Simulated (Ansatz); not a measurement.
Program: Ansatz.

input.yaml

```yaml
crystal:
  lattice:
    - [0.0, 5.43, 5.43]
    - [5.43, 0.0, 5.43]
    - [5.43, 5.43, 0.0]
  atoms:
    - { symbol: Si, position: [0.0, 0.0, 0.0] }
    - { symbol: Si, position: [0.125, 0.125, 0.125] }
    - { symbol: Si, position: [0.0, 0.0, 0.5] }
    - { symbol: Si, position: [0.125, 0.125, 0.625] }
    - { symbol: Si, position: [0.0, 0.5, 0.0] }
    - { symbol: Si, position: [0.125, 0.625, 0.125] }
    - { symbol: Si, position: [0.0, 0.5, 0.5] }
    - { symbol: Si, position: [0.125, 0.625, 0.625] }
    - { symbol: Si, position: [0.5, 0.0, 0.0] }
    - { symbol: Si, position: [0.625, 0.125, 0.125] }
    - { symbol: Si, position: [0.5, 0.0, 0.5] }
    - { symbol: Si, position: [0.625, 0.125, 0.625] }
    - { symbol: Si, position: [0.5, 0.5, 0.0] }
    - { symbol: Si, position: [0.625, 0.625, 0.125] }
    - { symbol: Si, position: [0.5, 0.5, 0.5] }
    - { symbol: Si, position: [0.625, 0.625, 0.625] }
    - { symbol: Ge, position: [0.366505, 0.8819127, 0.8699674] }
basis:
  ecutwfc: 420.0
kpoints:
  mp_grid: { grid: [2, 2, 2] }
hamiltonian:
  xc: pbesol
  pseudopotentials: { kind: paw, azcp: { folder: soft_1 } }
scf:
  occupations: { method: gaussian, width: 0.05 }
  lower_state_search: "off"
  max_iter: 92
neb:
  images: 3
  f_tol: 0.05
  max_iterations: 8
  order_check: false
  final_atoms:
    - { symbol: Si, position: [0.0, 0.0, 0.0] }
    - { symbol: Si, position: [0.125, 0.125, 0.125] }
    - { symbol: Si, position: [0.0, 0.0, 0.5] }
    - { symbol: Si, position: [0.125, 0.125, 0.625] }
    - { symbol: Si, position: [0.0, 0.5, 0.0] }
    - { symbol: Si, position: [0.125, 0.625, 0.125] }
    - { symbol: Si, position: [0.0, 0.5, 0.5] }
    - { symbol: Si, position: [0.125, 0.625, 0.625] }
    - { symbol: Si, position: [0.5, 0.0, 0.0] }
    - { symbol: Si, position: [0.625, 0.125, 0.125] }
    - { symbol: Si, position: [0.5, 0.0, 0.5] }
    - { symbol: Si, position: [0.625, 0.125, 0.625] }
    - { symbol: Si, position: [0.5, 0.5, 0.0] }
    - { symbol: Si, position: [0.625, 0.625, 0.125] }
    - { symbol: Si, position: [0.5, 0.5, 0.5] }
    - { symbol: Si, position: [0.625, 0.625, 0.625] }
    - { symbol: Ge, position: [0.7549606045, 0.7576200019, 0.7430567515] }
  spring: -5.0
```

Run as:

```bash
$ ansatz run input.yaml --threads 1 --pin off --max-ram 3072MiB --backend cpu --events-out ev --progress --plain --runs-dir out
```

What happens when this is run?

The program refused the input.

```
Error: invalid value for `neb.spring`: must be finite and > 0; got -5 eV/Å²
```
